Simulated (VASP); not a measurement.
Crystal: Se.

```xyz
1
Lattice="-1.7034 1.7034 1.7034 1.7034 -1.7034 1.7034 1.7034 1.7034 -1.7034" Properties=species:S:1:pos:R:3 pbc="T T T"
Se    0.0000    0.0000    0.0000
```

This isn't the form of Se at room conditions, which is trigonal, of chains.

| Property | Result |
| --- | --- |
| Program | VASP 6.6.1 |
| Task | relaxation of cell and atoms |
| Functional | PBEsol |
| Potentials or basis | VASP PAW PBE potentials, release 64 (Se) |
| Cutoff | 600 eV |
| k mesh | 18 × 18 × 18 |
| Occupations | gaussian, width 0.1 eV |
| Spin | no spin polarisation |

At the start: pressure -2.2 GPa; volume 19.77 Å³/atom.

Where does the relaxation end?

Over 3 steps the energy falls by 3.6 meV/atom and the volume is 19.25 Å³/atom (-2.6 %); space group Im-3m (No. 229, to 0.05 Å).

The path:
```tsv
step	energy change (eV)	largest force (eV/Å)	pressure (GPa)	volume (Å³)
1	0.0000	0.0000	-2.18	19.77
2	-0.0028	0.0000	1.10	19.01
3	-0.0036	0.0000	0.00	19.25
```

Final structure:
```
Se
1.0
    -1.68829    1.68829    1.68829
     1.68829   -1.68829    1.68829
     1.68829    1.68829   -1.68829
Se
1
Direct
  0.00000 0.00000 0.00000
```

Caveat: the PAW data sets were made with another functional, which shifts forces and pressure a little.
